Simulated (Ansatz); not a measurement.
# Tc: a single-point run

The task is a single-point run on Tc.

Program: Ansatz 0.2.0. Level of theory: Kohn-Sham DFT, with the functional, basis and potentials that each input names (as first typed). These are calculated values, not measurements.

### Step 1. The system as given

Symmetry: Fm-3m, No. 225, cubic system. The conventional cell has a = 3.932 Å, b = 3.932 Å, c = 3.932 Å, α = 90.00°, β = 90.00°, γ = 90.00°. Tc (site symmetry m-3m) has 12 Tc at 2.78 Å as nearest neighbours.

Structure file:

```cif
data_structure
_symmetry_space_group_name_H-M 'P 1'
_symmetry_Int_Tables_number 1
_cell_length_a 2.7805
_cell_length_b 2.7805
_cell_length_c 2.7805
_cell_angle_alpha 60.000
_cell_angle_beta 60.000
_cell_angle_gamma 60.000
_cell_volume 15.20
loop_
_atom_site_label
_atom_site_type_symbol
_atom_site_fract_x
_atom_site_fract_y
_atom_site_fract_z
_atom_site_occupancy
Tc1 Tc 0.00000 0.00000 0.00000 1
```

### Step 2. Input and run

input.yaml reads:

```yaml
crystal:
  lattice:
    - [0.0, 1.9661164333, 1.9661164333]
    - [1.9661164333, 0.0, 1.9661164333]
    - [1.9661164333, 1.9661164333, 0.0]
  atoms:
    - { symbol: Tc, position: [0.0, 0.0, 0.0] }
kpoints:
  mp_grid: { grid: [18, 18, 18] }
scf:
  occupations: { method: fermi_dirac, width: 0.03 }
  max_iter: 75
hamiltonian:
  xc: pbe
  pseudopotentials: { kind: all_electron, lapw: { basis_error: 0.00025 } }
  hubbard: { sites: [{ species: Tc, l: f, u_eff: 4.0 }] }
output:
  forces: true
  stress: true
  eigenvalues: true
```

The run is started by

```bash
$ ansatz run input.yaml --threads 1 --pin off --max-ram 2048MiB --backend cpu --events-out ev --progress --plain --runs-dir out
```

Q: Will this input give a usable result? If not, why, and what should change?

The program refused the input before any cycle. It says: «invalid value for `hamiltonian.pseudopotentials.projection_atoms`: `1s2 2s2 2p6 3s2 3p6 3d10 4s2 4p6 4d5 4f0 5s2` of Tc: PBE doesn't bind the shell 4f of the free atom, whose level lies at +1.08 eV. Type another configuration»

The suspect setting: hamiltonian.hubbard.sites is [{species: Tc, l: f, u_eff: 4.0}]. There is no such shell to put a U on.

Remedy: delete hamiltonian.hubbard.sites.
